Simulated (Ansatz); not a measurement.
**RbBr: frozen-core PAW against all-electron methods**

```
CELL_PARAMETERS angstrom
0.00000 3.42750 3.42750
3.42750 0.00000 3.42750
3.42750 3.42750 0.00000
ATOMIC_POSITIONS crystal
Rb 0.00000 0.00000 0.00000
Br 0.50000 0.50000 0.50000
```

Atom numbers follow the list: Rb1, Br2.

The cell is COD entry 1010048, as deposited and not checked against the literature; nothing was relaxed. It is an old determination, and later ones may differ.

All numbers are computed: DFT, LDA, PAW with Ansatz's default frozen-core files, scalar-relativistic (Ansatz 0.2.0); DFT, LDA, all-electron LAPW, scalar-relativistic (Ansatz 0.2.0).

For PAW: a Γ-centred 6×6×6 k mesh, Fermi–Dirac smearing of 0.02 eV, cutoff 420 eV, no spin polarisation; the PAW files were made with PBE, and the program remakes their frozen cores for this functional. LAPW targets a basis error of 1 meV/atom. The Ansatz runs share mesh, smearing and spin set-up. Plane-wave (PAW) pressures include the program's estimate of the Pulay term.

Stress and pressure are positive in compression.

Levels count from the top of the valence band.

```tsv
quantity	PAW	LAPW
pressure (GPa)	-1.23	-1.24
band gap (eV)	3.949	3.949
highest filled level at L (eV)	-0.371	-0.371
lowest empty level at L (eV)	6.461	6.462
highest filled level at W (eV)	-0.368	-0.367
lowest empty level at W (eV)	6.787	6.787
highest filled level at Γ (eV)	0.000	0.000
lowest empty level at Γ (eV)	3.949	3.949
```

PAW's pressure differs from the LAPW value by about 0.01 GPa or less.
